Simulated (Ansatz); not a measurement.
The system is NiO.

```
CELL_PARAMETERS angstrom
0.00000 2.08590 2.08590
2.08590 0.00000 2.08590
2.08590 2.08590 0.00000
ATOMIC_POSITIONS crystal
Ni 0.00000 0.00000 0.00000
O 0.50000 0.50000 0.50000
```

```yaml
Program: Ansatz 0.2.0
Task: relaxation of cell and atoms
Functional: revPBE
Dispersion: D3(BJ)
Potentials_or_basis: Ansatz PAW
Cutoff: "420 eV (not typed: the program's choice for these potentials)"
k_mesh: 11 × 11 × 11
Occupations: fermi-dirac, width 0.05 eV
Spin: collinear spin, ferromagnetic start
Starting_moments: "[1.0, 0.0] μB"
```

At the start: volume 9.08 Å³/atom.

Question: How do energy, volume and symmetry change on relaxing?

Answer: It ends after 7 steps and the volume is 9.26 Å³/atom (+2.0 %); space group Fm-3m (No. 225, to 0.05 Å); moment 1.84 μB per cell.

The path:
```tsv
step	energy change (eV)	largest force (eV/Å)	volume (Å³)
1	0.0000	0.0000	18.15
2	-0.0033	0.0000	18.35
3	-0.0035	0.0000	18.50
4	-0.0035	0.0000	18.51
5	-0.0051	0.0000	18.51
6	-0.0051	0.0000	18.52
7	-0.0051	0.0000	18.52
```

Final structure:
```
Ni O
1.0
     0.00000    2.09977    2.09977
     2.09977    0.00000    2.09977
     2.09977    2.09977    0.00000
Ni O
1 1
Direct
  0.00000 0.00000 0.00000
  0.50000 0.50000 0.50000
```

Caveat: the plane-wave basis is chosen anew once the cell has moved, so the energies of steps on either side of that aren't comparable; the pressure holds a Pulay correction of +0.7 GPa for the finite cutoff; a cell with one magnetic atom can't hold antiferromagnetic order, which such compounds often take; the PAW data sets come from PBE, with cores solved anew for the run's functional, which leaves a small shift of forces and pressure.
